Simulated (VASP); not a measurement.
# Cu (a cell with a defect) in VASP: relaxation of the atoms with PBE

Aim: the relaxation of the atoms of Cu (a cell with a defect) with PBE.

Program: VASP 6.6.1. These are calculated values, not measurements. Logs are shortened: lines on timing, memory, paths and dates and some standing lists are left out, and cuts for length are marked.

## Step 1: Starting point

The cell holds a defect, 63 atoms: a = 10.281 Å, b = 10.281 Å, c = 10.281 Å, α = 60.00°, β = 60.00°, γ = 60.00°.

The cell was built by a generator and needn't be a form met in nature.

## Step 2: Relaxation of the atoms, PBE

Contents of INCAR:

```
SYSTEM = Cu
ALGO = Normal ; EDIFF = 1E-6
EDIFFG = -0.02 ; ENCUT = 350
GGA = PE ; IBRION = 2
ISIF = 2 ; ISMEAR = 1
LASPH = .TRUE. ; LCHARG = .FALSE.
LREAL = .FALSE. ; LWAVE = .FALSE.
NELM = 80 ; NSW = 60
PREC = Accurate ; SIGMA = 0.1
```

Contents of KPOINTS:

```
k-points
0
G
  3 3 3
  0 0 0
```

Contents of POSCAR:

```
Cu
1.0
    0.0000000000      7.2700000000      7.2700000000
    7.2700000000      0.0000000000      7.2700000000
    7.2700000000      7.2700000000      0.0000000000
Cu
63
Direct
    0.0000000000      0.0000000000      0.2500000000
    0.0000000000      0.0000000000      0.5000000000
    0.0000000000      0.0000000000      0.7500000000
    0.0000000000      0.2500000000      0.0000000000
    0.0000000000      0.2500000000      0.2500000000
    0.0000000000      0.2500000000      0.5000000000
    0.0000000000      0.2500000000      0.7500000000
    0.0000000000      0.5000000000      0.0000000000
    0.0000000000      0.5000000000      0.2500000000
    0.0000000000      0.5000000000      0.5000000000
    0.0000000000      0.5000000000      0.7500000000
    0.0000000000      0.7500000000      0.0000000000
    0.0000000000      0.7500000000      0.2500000000
    0.0000000000      0.7500000000      0.5000000000
    0.0000000000      0.7500000000      0.7500000000
    0.2500000000      0.0000000000      0.0000000000
    0.2500000000      0.0000000000      0.2500000000
    0.2500000000      0.0000000000      0.5000000000
    0.2500000000      0.0000000000      0.7500000000
    0.2500000000      0.2500000000      0.0000000000
    0.2500000000      0.2500000000      0.2500000000
    0.2500000000      0.2500000000      0.5000000000
    0.2500000000      0.2500000000      0.7500000000
    0.2500000000      0.5000000000      0.0000000000
    0.2500000000      0.5000000000      0.2500000000
    0.2500000000      0.5000000000      0.5000000000
    0.2500000000      0.5000000000      0.7500000000
    0.2500000000      0.7500000000      0.0000000000
    0.2500000000      0.7500000000      0.2500000000
    0.2500000000      0.7500000000      0.5000000000
    0.2500000000      0.7500000000      0.7500000000
    0.5000000000      0.0000000000      0.0000000000
    0.5000000000      0.0000000000      0.2500000000
    0.5000000000      0.0000000000      0.5000000000
    0.5000000000      0.0000000000      0.7500000000
    0.5000000000      0.2500000000      0.0000000000
    0.5000000000      0.2500000000      0.2500000000
    0.5000000000      0.2500000000      0.5000000000
    0.5000000000      0.2500000000      0.7500000000
    0.5000000000      0.5000000000      0.0000000000
    0.5000000000      0.5000000000      0.2500000000
    0.5000000000      0.5000000000      0.5000000000
    0.5000000000      0.5000000000      0.7500000000
    0.5000000000      0.7500000000      0.0000000000
    0.5000000000      0.7500000000      0.2500000000
    0.5000000000      0.7500000000      0.5000000000
    0.5000000000      0.7500000000      0.7500000000
    0.7500000000      0.0000000000      0.0000000000
    0.7500000000      0.0000000000      0.2500000000
    0.7500000000      0.0000000000      0.5000000000
    0.7500000000      0.0000000000      0.7500000000
    0.7500000000      0.2500000000      0.0000000000
    0.7500000000      0.2500000000      0.2500000000
    0.7500000000      0.2500000000      0.5000000000
    0.7500000000      0.2500000000      0.7500000000
    0.7500000000      0.5000000000      0.0000000000
    0.7500000000      0.5000000000      0.2500000000
    0.7500000000      0.5000000000      0.5000000000
    0.7500000000      0.5000000000      0.7500000000
    0.7500000000      0.7500000000      0.0000000000
    0.7500000000      0.7500000000      0.2500000000
    0.7500000000      0.7500000000      0.5000000000
    0.7500000000      0.7500000000      0.7500000000
```

Potentials or basis: VASP PAW PBE potentials, release 64 (Cu).

Launch:

```bash
> cat potpaw_PBE.64/Cu/POTCAR > POTCAR
> mpirun -np 1 vasp_std > vasp.out
```

OUTCAR:

```text
SYSTEM = Cu
   EDIFF = 1E-6
   EDIFFG = -0.02
   ENCUT = 350
   GGA = PE
   IBRION = 2
   ISIF = 2
   ISMEAR = 1
   LASPH = .TRUE.
   LREAL = .FALSE.
   NELM = 80
   NSW = 60
   PREC = Accurate

 ion  position               nearest neighbor table
   1  0.000  0.000  0.250-   2 2.57   4 2.57   5 2.57  13 2.57  14 2.57  16 2.57  17 2.57  29 2.57
                            49 2.57  50 2.57  53 2.57
   2  0.000  0.000  0.500-   1 2.57   3 2.57   5 2.57   6 2.57  14 2.57  15 2.57  17 2.57  18 2.57
                            30 2.57  50 2.57  51 2.57  54 2.57
   3  0.000  0.000  0.750-   2 2.57   6 2.57   7 2.57  12 2.57  15 2.57  18 2.57  19 2.57  31 2.57
                            48 2.57  51 2.57  55 2.57
   4  0.000  0.250  0.000-   1 2.57   5 2.57   7 2.57   8 2.57  11 2.57  16 2.57  20 2.57  23 2.57
                            52 2.57  53 2.57  56 2.57
   5  0.000  0.250  0.250-   1 2.57   2 2.57   4 2.57   6 2.57   8 2.57   9 2.57  17 2.57  20 2.57
                            21 2.57  53 2.57  54 2.57  57 2.57
   6  0.000  0.250  0.500-   2 2.57   3 2.57   5 2.57   7 2.57   9 2.57  10 2.57  18 2.57  21 2.57
                            22 2.57  54 2.57  55 2.57  58 2.57
   7  0.000  0.250  0.750-   3 2.57   4 2.57   6 2.57  10 2.57  11 2.57  19 2.57  22 2.57  23 2.57
                            52 2.57  55 2.57  59 2.57
   8  0.000  0.500  0.000-   4 2.57   5 2.57   9 2.57  11 2.57  12 2.57  15 2.57  20 2.57  24 2.57
                            27 2.57  56 2.57  57 2.57  60 2.57
   9  0.000  0.500  0.250-   5 2.57   6 2.57   8 2.57  10 2.57  12 2.57  13 2.57  21 2.57  24 2.57
[... 95 lines left out ...]
  57  0.750  0.500  0.250-   5 2.57   8 2.57   9 2.57  41 2.57  42 2.57  45 2.57  53 2.57  54 2.57
                            56 2.57  58 2.57  60 2.57  61 2.57
  58  0.750  0.500  0.500-   6 2.57   9 2.57  10 2.57  42 2.57  43 2.57  46 2.57  54 2.57  55 2.57
                            57 2.57  59 2.57  61 2.57  62 2.57
  59  0.750  0.500  0.750-   7 2.57  10 2.57  11 2.57  40 2.57  43 2.57  47 2.57  52 2.57  55 2.57
                            56 2.57  58 2.57  62 2.57  63 2.57
  60  0.750  0.750  0.000-   8 2.57  12 2.57  15 2.57  32 2.57  44 2.57  45 2.57  48 2.57  51 2.57
                            56 2.57  57 2.57  61 2.57  63 2.57
  61  0.750  0.750  0.250-   9 2.57  12 2.57  13 2.57  33 2.57  45 2.57  46 2.57  48 2.57  49 2.57
                            57 2.57  58 2.57  60 2.57  62 2.57
  62  0.750  0.750  0.500-  10 2.57  13 2.57  14 2.57  34 2.57  46 2.57  47 2.57  49 2.57  50 2.57
                            58 2.57  59 2.57  61 2.57  63 2.57
  63  0.750  0.750  0.750-  11 2.57  14 2.57  15 2.57  35 2.57  44 2.57  47 2.57  50 2.57  51 2.57
                            56 2.57  59 2.57  60 2.57  62 2.57

  LATTYP: Found a face centered cubic cell.
 ALAT       =    14.5400000000

  Lattice vectors:

 A1 = (   0.0000000000,   7.2700000000,   7.2700000000)
 A2 = (   7.2700000000,   0.0000000000,   7.2700000000)
 A3 = (   7.2700000000,   7.2700000000,   0.0000000000)

Analysis of symmetry for initial positions (statically):
=====================================================================
 Subroutine PRICEL returns:
 Original cell was already a primitive cell.

 Routine SETGRP: Setting up the symmetry group for a
 face centered cubic supercell.

 Subroutine GETGRP returns: Found 48 space group operations
 (whereof 48 operations were pure point group operations)
 out of a pool of 48 trial point group operations.

The static configuration has the point symmetry O_h .

Analysis of symmetry for dynamics (positions and initial velocities):
=====================================================================
 Subroutine PRICEL returns:
 Original cell was already a primitive cell.

 Routine SETGRP: Setting up the symmetry group for a
 face centered cubic supercell.

 Subroutine GETGRP returns: Found 48 space group operations
 (whereof 48 operations were pure point group operations)
 out of a pool of 48 trial point group operations.

The dynamic configuration has the point symmetry O_h .

 Subroutine INISYM returns: Found 48 space group operations
 (whereof 48 operations are pure point group operations),
 and found     1 'primitive' translations

----------------------------------------------------------------------------------------

                                     Primitive cell
[... 161 lines left out ...]
     0.000000000  0.000000000  0.000000000

 Subroutine IBZKPT returns following result:
 ===========================================

 Found      4 irreducible k-points:

 Following reciprocal coordinates:
            Coordinates               Weight
  0.000000  0.000000  0.000000      1.000000
  0.333333  0.000000  0.000000      8.000000
  0.333333  0.333333  0.000000      6.000000
 -0.333333  0.333333  0.000000     12.000000
   k-points           NKPTS =      4   k-points in BZ     NKDIM =      4   number of bands    NBANDS=    415
   number of dos      NEDOS =    301   number of ions     NIONS =     63
   total plane-waves  NPLWV = 262144
   dimension x,y,z NGX =    64 NGY =   64 NGZ =   64
   dimension x,y,z NGXF=   128 NGYF=  128 NGZF=  128
   ions per type =              63
   NGX,Y,Z   is equivalent  to a cutoff of  10.35, 10.35, 10.35 a.u.
   NGXF,Y,Z  is equivalent  to a cutoff of  20.70, 20.70, 20.70 a.u.
 SYSTEM =  Cu
   PREC   = accura    normal or accurate (medium, high low for compatibility)
   ISTART =      0    job   : 0-new  1-cont  2-samecut
   ICHARG =      2    charge: 1-file 2-atom 10-const
   ISPIN  =      1    spin polarized calculation?
   LNONCOLLINEAR =      F non collinear calculations
   LSORBIT =      F    spin-orbit coupling
   LASPH  =      T    aspherical Exc in radial PAW
   ENCUT  =  350.0 eV  25.72 Ry    5.07 a.u.  15.68 15.68 15.68*2*pi/ulx,y,z
   NELM   =     80;   NELMIN=  2; NELMDL= -5     # of ELM steps
   EDIFF  = 0.1E-05   stopping-criterion for ELM
   LREAL  =      F    real-space projection
   EDIFFG = -.2E-01   stopping-criterion for IOM
   NSW    =     60    number of steps for IOM
   IBRION =      2    ionic relax: 0-MD 1-quasi-New 2-CG
   NFREE  =      1    steps in history (QN), initial steepest desc. (CG)
   ISIF   =      2    stress and relaxation
   ISYM   =      2    0-nonsym 1-usesym 2-fastsym
   POTIM  = 0.5000    time-step for ionic-motion
   TEBEG  =    0.0;   TEEND  =   0.0 temperature during run
   PSTRESS=    0.0 pullay stress
   NELECT =     693.0000    total number of electrons
   NUPDOWN=      -1.0000    fix difference up-down
   EMIN   =  10.00;   EMAX   =-10.00  energy-range for DOS
   EFERMI =   0.00;   METHOD = LEGACY
   ISMEAR =     1;   SIGMA  =   0.10  broadening in eV -4-tet -1-fermi 0-gaus
   EFERMI_NEDOS =   21; number of points for ismear=-14 and -15
   IALGO  =     38    algorithm
   IMIX   =      4    mixing-type and parameters
     AMIX     =   0.40;   BMIX     =  1.00
     AMIX_MAG =   1.60;   BMIX_MAG =  1.00
  volume/ion in A,a.u.               =      12.20        82.32
  Fermi-wavevector in a.u.,A,eV,Ry     =   1.581642  2.988870 34.036214  2.501591
  Thomas-Fermi vector in A             =   2.681686
   LORBIT       =      0    0 simple, 1 ext, 2 COOP (PROOUT), +10 PAW based schemes
   GGA     = PE    functional components
   LHFCALC =     F    Hartree Fock is set to
   AEXX    =    0.0000 exact exchange contribution
   IVDW    =     0    specifies the selected vdW correction
   LEPSILON=     F    determine dielectric tensor
   LRPA    =     F    only Hartree local field effects (RPA)
 conjugate gradient relaxation of ions
 non-spin polarized calculation
 Methfessel and Paxton  Order N= 1 SIGMA  =   0.10
  energy-cutoff  :      350.00
  volume of cell :      768.48
 maximum number of plane-waves:     11527
   NGX = 31   NGY = 31   NGZ = 31

--------------------------------------- Ionic step        1  -------------------------------------------

 number of electron     693.0001113 magnetization

 Free energy of the ion-electron system (eV)
  ---------------------------------------------------
  ext. energy  EPLUGINS =         0.00000000
  ---------------------------------------------------
  free energy    TOTEN  =      -233.84718516 eV

  energy without entropy =     -233.88731473  energy(sigma->0) =     -233.86056168

------------------------ aborting loop because EDIFF is reached ----------------------------------------

  FORCE on cell =-STRESS in cart. coord.  units (eV):
  Direction    XX          YY          ZZ          XY          YZ          ZX
  --------------------------------------------------------------------------------------
  -------------------------------------------------------------------------------------
  Total       -3.4625510     -3.4625510     -3.4625510      0.0000000      0.0000000     -0.0000000
  in kB       -7.2189417     -7.2189417     -7.2189417      0.0000000      0.0000000     -0.0000000
  external PRESSURE =      -7.2189417 kB  Pullay stress =       0.0000000 kB
[... 278 lines left out ...]
--------------------------------------- Ionic step        4  -------------------------------------------

 number of electron     693.0000964 magnetization

 Free energy of the ion-electron system (eV)
  ---------------------------------------------------
  ext. energy  EPLUGINS =         0.00000000
  ---------------------------------------------------
  free energy    TOTEN  =      -233.87008061 eV

  energy without entropy =     -233.91084940  energy(sigma->0) =     -233.88367021

 E-fermi :   7.0872     XC(G=0): -12.5257

 val. band max:        7.0338155759   @ k =   0.0000   0.0000   0.0000
 cond. band min:       7.1292598337   @ k =  -0.3333   0.3333   0.0000
 fundamental gap:      0.0954442578
 Fermi energy:         7.0872030248

 k-point     1 :       0.0000    0.0000    0.0000
  band No.  band energies     occupation
      1      -1.9569      2.00000
      2       0.0806      2.00000
      3       0.0961      2.00000
      4       0.0961      2.00000
      5       0.0961      2.00000
      6       0.1185      2.00000
[... 1433 lines left out ...]
    357       8.5156     -0.00000
    358       8.5468     -0.00000
 [bands above 358 left out]

------------------------ aborting loop because EDIFF is reached ----------------------------------------

  FORCE on cell =-STRESS in cart. coord.  units (eV):
  Direction    XX          YY          ZZ          XY          YZ          ZX
  --------------------------------------------------------------------------------------
  -------------------------------------------------------------------------------------
  Total       -4.1895845     -4.1895845     -4.1895845      0.0000000      0.0000000     -0.0000000
  in kB       -8.7347062     -8.7347062     -8.7347062      0.0000000      0.0000000     -0.0000000
  external PRESSURE =      -8.7347062 kB  Pullay stress =       0.0000000 kB
[... 78 lines left out ...]
  FREE ENERGIE OF THE ION-ELECTRON SYSTEM (eV)
  ---------------------------------------------------
  free  energy   TOTEN  =      -233.8700806127 eV

  energy  without entropy=     -233.9108493976  energy(sigma->0) =     -233.88367021

 reached required accuracy - stopping structural energy minimisation
```

Wall time 86 min (1 thread of AMD EPYC 9R45 (Zen 5), shared host); peak memory 0.89 GiB.

Results:

* Free energy: -233.8701 eV
* Energy gained by relaxing: 0.4 meV/atom
* Ionic steps: 4
* Pressure after relaxing: -0.9 GPa
* Largest force after relaxing: 0.011 eV/Å
* Band gap on the k mesh: none (metal or under the smearing width)

Forces on the atoms (eV/Å):
```
Cu  -0.002 -0.002  0.000
Cu   0.000  0.000  0.000
Cu   0.002  0.002  0.000
Cu  -0.002  0.000 -0.002
Cu  -0.004 -0.004 -0.004
Cu   0.004  0.004 -0.004
Cu   0.000  0.002 -0.002
Cu   0.000  0.000  0.000
Cu   0.004 -0.004  0.004
Cu   0.000  0.000  0.000
Cu  -0.004  0.004 -0.004
Cu   0.002  0.000  0.002
Cu   0.000 -0.002  0.002
Cu  -0.004 -0.004  0.004
Cu   0.004  0.004  0.004
Cu   0.000 -0.002 -0.002
Cu  -0.004 -0.004 -0.004
Cu   0.004  0.004 -0.004
Cu   0.002  0.000 -0.002
Cu  -0.004 -0.004 -0.004
Cu   0.000  0.000  0.000
Cu   0.004  0.004 -0.004
Cu   0.000  0.000  0.005
Cu   0.004 -0.004  0.004
Cu   0.004 -0.004  0.004
Cu   0.000 -0.008 -0.008
Cu   0.008  0.000 -0.008
Cu   0.002 -0.002  0.000
Cu   0.000  0.005  0.000
Cu   0.008 -0.008  0.000
Cu  -0.005  0.000  0.000
Cu   0.000  0.000  0.000
Cu  -0.004  0.004  0.004
Cu   0.000  0.000  0.000
Cu   0.004 -0.004 -0.004
Cu  -0.004  0.004  0.004
Cu  -0.004  0.004  0.004
Cu  -0.008  0.000 -0.008
Cu   0.000  0.008 -0.008
Cu   0.000  0.000  0.000
Cu  -0.008 -0.008  0.000
Cu   0.000  0.000  0.000
Cu   0.008  0.008  0.000
Cu   0.004 -0.004 -0.004
Cu   0.000 -0.008  0.008
Cu   0.008  0.000  0.008
Cu   0.004 -0.004 -0.004
Cu   0.000  0.002  0.002
Cu  -0.002  0.000  0.002
Cu  -0.004 -0.004  0.004
Cu   0.004  0.004  0.004
Cu  -0.002  0.002  0.000
Cu   0.005  0.000  0.000
Cu  -0.008  0.008  0.000
Cu   0.000 -0.005  0.000
Cu  -0.004  0.004 -0.004
Cu  -0.008  0.000  0.008
Cu   0.000  0.008  0.008
Cu  -0.004  0.004 -0.004
Cu   0.004  0.004  0.004
Cu   0.000  0.000 -0.005
Cu  -0.004 -0.004  0.004
Cu   0.000  0.000  0.000
```

The path:
| step | energy change (eV) | largest force (eV/Å) | pressure (GPa) |
| --- | --- | --- | --- |
| 1 | 0.0000 | 0.1394 | -0.72 |
| 2 | -0.0116 | 0.0978 | -0.85 |
| 3 | -0.0221 | 0.0260 | -0.82 |
| 4 | -0.0229 | 0.0110 | -0.87 |

Final structure:
```
Cu
1.0
     0.00000    7.27000    7.27000
     7.27000    0.00000    7.27000
     7.27000    7.27000    0.00000
Cu
63
Cartesian
  1.8016 1.8016 0.0000
  3.6350 3.6350 0.0000
  5.4684 5.4684 0.0000
  1.8016 0.0000 1.8016
  3.6322 9.0854 9.0854
  5.4546 10.9078 9.0854
  7.2700 12.7384 9.0716
  3.6350 0.0000 3.6350
  5.4546 9.0854 10.9078
  7.2700 3.6350 3.6350
  9.0854 5.4546 3.6322
  5.4684 7.2700 12.7384
  7.2700 1.8016 5.4684
  9.0854 3.6322 5.4546
  10.9078 5.4546 5.4546
  7.2700 9.0716 1.8016
  9.0854 3.6322 9.0854
  10.9078 5.4546 9.0854
  5.4684 7.2700 1.8016
  9.0854 9.0854 3.6322
  3.6350 3.6350 3.6350
  5.4546 5.4546 3.6322
  7.2700 7.2700 3.6274
  10.9078 9.0854 5.4546
  5.4546 3.6322 5.4546
  7.2700 5.4567 5.4567
  9.0833 7.2700 5.4567
  5.4684 1.8016 7.2700
  7.2700 3.6274 7.2700
  9.0833 5.4567 7.2700
  10.9126 7.2700 7.2700
  0.0000 3.6350 3.6350
  9.0854 5.4546 10.9078
  3.6350 7.2700 3.6350
  5.4546 9.0854 3.6322
  9.0854 10.9078 5.4546
  3.6322 5.4546 5.4546
  5.4567 7.2700 5.4567
  7.2700 9.0833 5.4567
  3.6350 3.6350 7.2700
  5.4567 5.4567 7.2700
  7.2700 7.2700 7.2700
  9.0833 9.0833 7.2700
  5.4546 3.6322 9.0854
  7.2700 5.4567 9.0833
  9.0833 7.2700 9.0833
  10.9078 9.0854 9.0854
  0.0000 5.4684 5.4684
  1.8016 7.2700 5.4684
  3.6322 9.0854 5.4546
  5.4546 10.9078 5.4546
  9.0716 12.7384 7.2700
  3.6274 7.2700 7.2700
  5.4567 9.0833 7.2700
  7.2700 10.9126 7.2700
  3.6322 5.4546 9.0854
  5.4567 7.2700 9.0833
  7.2700 9.0833 9.0833
  9.0854 10.9078 9.0854
  5.4546 5.4546 10.9078
  7.2700 7.2700 10.9126
  9.0854 9.0854 10.9078
  10.9050 10.9050 10.9050
```

Levels at points of the mesh, in eV from the Fermi level:
```csv
k point,band 343,band 344,band 345,band 346,band 347,band 348,band 349,band 350
"(0.00, 0.00, 0.00)",-0.14,-0.14,-0.14,-0.05,0.97,0.97,0.97,0.97
```

Caveat: the cutoff is under 1.25 times the usual one of these potentials, so pressure, stress and relaxed cells hold a basis-set (Pulay) error.
